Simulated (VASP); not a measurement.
# Y4N5 in VASP: further runs

One slab, Y4N5, is run at these levels: PBE; tasks: single point.

All numbers are computed with VASP 6.6.1; they aren't measurements. Logs are shortened: lines on timing, memory, paths and dates and some standing lists are left out, and cuts for length are marked.

### Step 1. Starting point

The cell holds a slab with vacuum, 9 atoms: a = 3.449 Å, b = 3.449 Å, c = 17.263 Å, α = 90.00°, β = 90.00°, γ = 120.00°.

### Step 2. Single point, PBE

The input, INCAR:

```
SYSTEM = Y4N5
  PREC = Accurate
  ENCUT = 460
  EDIFF = 1E-7
  ISMEAR = 1
  SIGMA = 0.1
  LREAL = .FALSE.
  LASPH = .TRUE.
  NELM = 120
  ALGO = Normal
  ISIF = 2
  LWAVE = .FALSE.
  LCHARG = .FALSE.
  GGA = PE
  NBANDS = 52
  LVHAR = .TRUE.
  LVACPOTAV = .TRUE.
  IDIPOL = 3
```

The input, KPOINTS:

```
Automatic mesh
0
G
  11 11 1
  0 0 0
```

The input, POSCAR:

```
Y4N5
1.0
    3.4485597718      0.0000000000      0.0000000000
   -1.7242798859      2.9865403689      0.0000000000
    0.0000000000      0.0000000000     17.2629490514
N Y
5 4
Direct
    0.3333333333      0.6666666667      0.1737825902
    0.0000000000      0.0000000000      0.3368912951
    0.6666666667      0.3333333333      0.5000000000
    0.3333333333      0.6666666667      0.6631087049
    0.0000000000      0.0000000000      0.8262174098
    0.6666666667      0.3333333333      0.2553369426
    0.3333333333      0.6666666667      0.4184456475
    0.0000000000      0.0000000000      0.5815543525
    0.6666666667      0.3333333333      0.7446630574
```

Potentials or basis: VASP PAW PBE potentials, release 64 (N, Y_sv).

Launch:

```
$ cat potpaw_PBE.64/N/POTCAR potpaw_PBE.64/Y_sv/POTCAR > POTCAR
$ mpirun -np 1 vasp_std > vasp.out
```

OUTCAR:

```text
SYSTEM = Y4N5
   PREC = Accurate
   ENCUT = 460
   EDIFF = 1E-7
   ISMEAR = 1
   LREAL = .FALSE.
   LASPH = .TRUE.
   NELM = 120
   ISIF = 2
   GGA = PE

 Found     16 irreducible k-points:

 Following reciprocal coordinates:
            Coordinates               Weight
  0.000000  0.000000  0.000000      1.000000
  0.090909 -0.000000  0.000000      6.000000
  0.181818 -0.000000  0.000000      6.000000
  0.272727  0.000000  0.000000      6.000000
  0.363636  0.000000  0.000000      6.000000
  0.454545 -0.000000  0.000000      6.000000
   k-points           NKPTS =     16   k-points in BZ     NKDIM =     16   number of bands    NBANDS=     52
   number of dos      NEDOS =    301   number of ions     NIONS =      9
   total plane-waves  NPLWV =  72576
   dimension x,y,z NGX =    24 NGY =   24 NGZ =  126
   dimension x,y,z NGXF=    48 NGYF=   48 NGZF=  252
   ions per type =               5   4
   NGX,Y,Z   is equivalent  to a cutoff of  11.57, 11.57, 12.13 a.u.
   NGXF,Y,Z  is equivalent  to a cutoff of  23.14, 23.14, 24.27 a.u.
 SYSTEM =  Y4N5
   PREC   = accura    normal or accurate (medium, high low for compatibility)
   ISTART =      0    job   : 0-new  1-cont  2-samecut
   ICHARG =      2    charge: 1-file 2-atom 10-const
   ISPIN  =      1    spin polarized calculation?
   LNONCOLLINEAR =      F non collinear calculations
   LSORBIT =      F    spin-orbit coupling
   LASPH  =      T    aspherical Exc in radial PAW
   ENCUT  =  460.0 eV  33.81 Ry    5.81 a.u.   6.03  6.03 30.19*2*pi/ulx,y,z
   NELM   =    120;   NELMIN=  2; NELMDL= -5     # of ELM steps
   EDIFF  = 0.1E-06   stopping-criterion for ELM
   LREAL  =      F    real-space projection
   EDIFFG = 0.1E-05   stopping-criterion for IOM
   NSW    =      0    number of steps for IOM
   IBRION =     -1    ionic relax: 0-MD 1-quasi-New 2-CG
   NFREE  =      0    steps in history (QN), initial steepest desc. (CG)
   ISIF   =      2    stress and relaxation
   ISYM   =      2    0-nonsym 1-usesym 2-fastsym
   POTIM  = 0.5000    time-step for ionic-motion
   TEBEG  =    0.0;   TEEND  =   0.0 temperature during run
   PSTRESS=    0.0 pullay stress
   NELECT =      69.0000    total number of electrons
   NUPDOWN=      -1.0000    fix difference up-down
   EMIN   =  10.00;   EMAX   =-10.00  energy-range for DOS
   EFERMI =   0.00;   METHOD = LEGACY
   ISMEAR =     1;   SIGMA  =   0.10  broadening in eV -4-tet -1-fermi 0-gaus
   EFERMI_NEDOS =   21; number of points for ismear=-14 and -15
   IALGO  =     38    algorithm
   IMIX   =      4    mixing-type and parameters
     AMIX     =   0.40;   BMIX     =  1.00
     AMIX_MAG =   1.60;   BMIX_MAG =  1.00
  volume/ion in A,a.u.               =      19.76       133.31
  Fermi-wavevector in a.u.,A,eV,Ry     =   1.194128  2.256574 19.401108  1.425941
  Thomas-Fermi vector in A             =   2.330125
   LORBIT       =      0    0 simple, 1 ext, 2 COOP (PROOUT), +10 PAW based schemes
   GGA     = PE    functional components
   LHFCALC =     F    Hartree Fock is set to
   AEXX    =    0.0000 exact exchange contribution
   IVDW    =     0    specifies the selected vdW correction
   LEPSILON=     F    determine dielectric tensor
   LRPA    =     F    only Hartree local field effects (RPA)
 non-spin polarized calculation
 Methfessel and Paxton  Order N= 1 SIGMA  =   0.10
  energy-cutoff  :      460.00
  volume of cell :      177.80
 maximum number of plane-waves:      4024
   NGX = 13   NGY = 13   NGZ = 61

 number of electron      69.0000014 magnetization

 Free energy of the ion-electron system (eV)
  ---------------------------------------------------
  ext. energy  EPLUGINS =         0.00000000
  ---------------------------------------------------
  free energy    TOTEN  =       -73.51190711 eV

  energy without entropy =      -73.49613839  energy(sigma->0) =      -73.50665087

 E-fermi :   0.5367     XC(G=0):  -8.8084

 val. band max:        0.5328497458   @ k =   0.2727   0.0909   0.0000
 cond. band min:       0.5384240093   @ k =   0.4545   0.0909   0.0000
 fundamental gap:      0.0055742635
 Fermi energy:         0.5366560170

 k-point     1 :       0.0000    0.0000    0.0000
  band No.  band energies     occupation
      1     -40.5377      2.00000
      2     -40.4762      2.00000
      3     -40.0997      2.00000
      4     -40.0993      2.00000
      5     -21.1873      2.00000
      6     -20.7475      2.00000
[... 38 lines left out ...]
     45       5.7498      0.00000
     46       5.7498      0.00000

 k-point     2 :       0.0909   -0.0000    0.0000
  band No.  band energies     occupation
      1     -40.5300      2.00000
      2     -40.4708      2.00000
      3     -40.0935      2.00000
      4     -40.0932      2.00000
      5     -21.1571      2.00000
      6     -20.7415      2.00000
[... 38 lines left out ...]
     45       5.6444      0.00000
     46       5.8778      0.00000

 k-point     3 :       0.1818   -0.0000    0.0000
  band No.  band energies     occupation
      1     -40.5091      2.00000
      2     -40.4563      2.00000
      3     -40.0768      2.00000
      4     -40.0765      2.00000
      5     -21.0756      2.00000
      6     -20.7566      2.00000
[... 38 lines left out ...]
     45       5.9268      0.00000
     46       6.1222      0.00000

 k-point     4 :       0.2727    0.0000    0.0000
  band No.  band energies     occupation
      1     -40.4809      2.00000
      2     -40.4380      2.00000
      3     -40.0547      2.00000
      4     -40.0546      2.00000
      5     -20.9913      2.00000
      6     -20.8773      2.00000
[... 38 lines left out ...]
     45       6.3327      0.00000
     46       6.4508      0.00000

 k-point     5 :       0.3636    0.0000    0.0000
  band No.  band energies     occupation
      1     -40.4535      2.00000
      2     -40.4224      2.00000
      3     -40.0344      2.00000
      4     -40.0343      2.00000
      5     -21.1189      2.00000
      6     -20.9517      2.00000
[... 38 lines left out ...]
     45       6.9668      0.00000
     46       7.1068      0.00000

 k-point     6 :       0.4545   -0.0000    0.0000
  band No.  band energies     occupation
      1     -40.4356      2.00000
      2     -40.4145      2.00000
      3     -40.0222      2.00000
      4     -40.0222      2.00000
      5     -21.2369      2.00000
      6     -21.0424      2.00000
[... 38 lines left out ...]
     45       7.3585      0.00000
     46       7.5194      0.00000

 [... further k-points ...]

 [bands above 46 left out]

------------------------ aborting loop because EDIFF is reached ----------------------------------------

 dipolmoment           0.000000      0.000000      0.000000 electrons x Angstroem

  FORCE on cell =-STRESS in cart. coord.  units (eV):
  Direction    XX          YY          ZZ          XY          YZ          ZX
  --------------------------------------------------------------------------------------
  -------------------------------------------------------------------------------------
  Total        0.3434527      0.3434527     -3.8297463      0.0000000      0.0000000      0.0000000
  in kB        3.0949694      3.0949694    -34.5111517      0.0000000      0.0000000      0.0000000
  external PRESSURE =      -9.4404043 kB  Pullay stress =       0.0000000 kB

 VOLUME and BASIS-vectors are now :
 -----------------------------------------------------------------------------
  energy-cutoff  :      460.00
  volume of cell :      177.80
      direct lattice vectors                 reciprocal lattice vectors
     3.448559772  0.000000000  0.000000000     0.289976125  0.167417794  0.000000000
    -1.724279886  2.986540369  0.000000000     0.000000000  0.334835588  0.000000000
     0.000000000  0.000000000 17.262949051     0.000000000  0.000000000  0.057927530

 POSITION                                       TOTAL-FORCE (eV/Angst)
 -----------------------------------------------------------------------------------
     -0.00000      1.99103      3.00000         0.000000      0.000000      1.836695
      0.00000      0.00000      5.81574         0.000000      0.000000      0.347258
      1.72428      0.99551      8.63147        -0.000000      0.000000      0.000000
     -0.00000      1.99103     11.44721        -0.000000      0.000000     -0.347258
      0.00000      0.00000     14.26295        -0.000000      0.000000     -1.836695
      1.72428      0.99551      4.40787         0.000000     -0.000000     -2.252398
     -0.00000      1.99103      7.22361        -0.000000     -0.000000     -0.090876
      0.00000      0.00000     10.03934         0.000000      0.000000      0.090876
      1.72428      0.99551     12.85508        -0.000000      0.000000      2.252398
 -----------------------------------------------------------------------------------
    total drift:                                0.000000     -0.000000      0.000000

  FREE ENERGIE OF THE ION-ELECTRON SYSTEM (eV)
  ---------------------------------------------------
  free  energy   TOTEN  =       -73.5119071079 eV

  energy  without entropy=      -73.4961383914  energy(sigma->0) =      -73.50665087
```

OSZICAR:

```text
N       E                     dE             d eps       ncg     rms          rms(c)
DAV:   1     0.420081105372E+03    0.42008E+03   -0.31859E+04  1736   0.116E+03
DAV:   2    -0.398147402268E+02   -0.45990E+03   -0.43651E+03  1996   0.322E+02
DAV:   3    -0.822874997147E+02   -0.42473E+02   -0.41779E+02  2448   0.766E+01
[... 15 lines left out ...]
DAV:  19    -0.735119063426E+02    0.19855E-05   -0.49466E-06  2088   0.930E-03    0.136E-02
DAV:  20    -0.735119073021E+02   -0.95949E-06   -0.57859E-06  2096   0.894E-03    0.106E-02
DAV:  21    -0.735119073661E+02   -0.64063E-07   -0.11672E-06  2000   0.333E-03    0.908E-03
DAV:  22    -0.735119071643E+02    0.20189E-06   -0.53660E-07  2032   0.458E-03    0.328E-03
DAV:  23    -0.735119071079E+02    0.56392E-07   -0.32314E-07  1748   0.221E-03
   1 F= -.73511907E+02 E0= -.73506651E+02  d E =-.157687E-01
```

stdout:

```text
POSCAR found type information on POSCAR N Y
 POSCAR found :  2 types and       9 ions
 scaLAPACK will be used
 LDA part: xc-table for (Slater+PW92), standard interpolation
 POSCAR, INCAR and KPOINTS ok, starting setup
 FFT: planning ... GRIDC
 FFT: planning ... GRID_SOFT
 FFT: planning ... GRID
 WAVECAR not read
 entering main loop
```

Wall time 3.5 min (1 thread of Intel Xeon Platinum 8488C (Sapphire Rapids), shared host); peak memory 0.29 GiB.

The run converged, but some of its settings lie outside the range that counts as converged, so its numbers aren't taken as properties of the slab.

What came out:

```
Free energy            : -73.5119 eV
Largest force          : 2.252 eV/Å
Band gap on the k mesh : none (metal or under the smearing width)
```

Caveat: the cutoff is under 1.25 times the usual one of these potentials, so pressure, stress and relaxed cells hold a basis-set (Pulay) error.

### Step 3. Single point, PBE

This run uses another cell than the first one, of 22.04 Å³/atom, 1.116 times its volume.

Changes to INCAR since step 2:

```diff
@@ -13,2 +13,5 @@
   LCHARG = .FALSE.
+  LDIPOL = .TRUE.
+  IDIPOL = 3
+  DIPOL = 0.5 0.5 0.500
   GGA = PE
@@ -17,2 +20 @@
   LVACPOTAV = .TRUE.
-  IDIPOL = 3
```

KPOINTS is that of step 2.

The input, POSCAR:

```
Y4N5
1.0
    3.4485597718      0.0000000000      0.0000000000
   -1.7242798859      2.9865403689      0.0000000000
    0.0000000000      0.0000000000     19.2629490514
N Y
5 4
Direct
    0.3333333333      0.6666666667      0.2076525245
    0.0000000000      0.0000000000      0.3538262623
    0.6666666667      0.3333333333      0.5000000000
    0.3333333333      0.6666666667      0.6461737377
    0.0000000000      0.0000000000      0.7923474755
    0.6666666667      0.3333333333      0.2807393934
    0.3333333333      0.6666666667      0.4269131311
    0.0000000000      0.0000000000      0.5730868689
    0.6666666667      0.3333333333      0.7192606066
```

Potentials or basis: VASP PAW PBE potentials, release 64 (N, Y_sv).

Launch:

```
$ cat potpaw_PBE.64/N/POTCAR potpaw_PBE.64/Y_sv/POTCAR > POTCAR
$ mpirun -np 1 vasp_std > vasp.out
```

Wall time 4.1 min (1 thread of Intel Xeon Platinum 8488C (Sapphire Rapids), shared host); peak memory 0.32 GiB.

These settings aren't checked as converged: the numbers below hold their error.

What came out:

```yaml
Free_energy: -73.5116 eV
Largest_force: 2.252 eV/Å
Band_gap_on_the_k_mesh: none (metal or under the smearing width)
Work_function_of_the_upper_face: 8.13 eV
Work_function_of_the_lower_face: 8.13 eV
```

Caveat: the cutoff is under 1.25 times the usual one of these potentials, so pressure, stress and relaxed cells hold a basis-set (Pulay) error.

### Step 4. Single point, PBE

This run uses another cell than the first one, of 24.33 Å³/atom, 1.232 times its volume.

INCAR is that of step 3.

KPOINTS is that of step 3.

The input, POSCAR:

```
Y4N5
1.0
    3.4485597718      0.0000000000      0.0000000000
   -1.7242798859      2.9865403689      0.0000000000
    0.0000000000      0.0000000000     21.2629490514
N Y
5 4
Direct
    0.3333333333      0.6666666667      0.2351508245
    0.0000000000      0.0000000000      0.3675754122
    0.6666666667      0.3333333333      0.5000000000
    0.3333333333      0.6666666667      0.6324245878
    0.0000000000      0.0000000000      0.7648491755
    0.6666666667      0.3333333333      0.3013631183
    0.3333333333      0.6666666667      0.4337877061
    0.0000000000      0.0000000000      0.5662122939
    0.6666666667      0.3333333333      0.6986368817
```

Launch:

```
$ cat potpaw_PBE.64/N/POTCAR potpaw_PBE.64/Y_sv/POTCAR > POTCAR
$ mpirun -np 1 vasp_std > vasp.out
```

It took 4.5 min on 1 thread of Intel Xeon Platinum 8488C (Sapphire Rapids), shared host; peak memory 0.35 GiB.

These settings aren't checked as converged: the numbers below hold their error.

Results:

```
Free energy                     : -73.5110 eV
Largest force                   : 2.252 eV/Å
Band gap on the k mesh          : none (metal or under the smearing width)
Work function of the upper face : 8.14 eV
Work function of the lower face : 8.14 eV
```

Caveat: the cutoff is under 1.25 times the usual one of these potentials, so pressure, stress and relaxed cells hold a basis-set (Pulay) error.

[end of part 1 of 2]
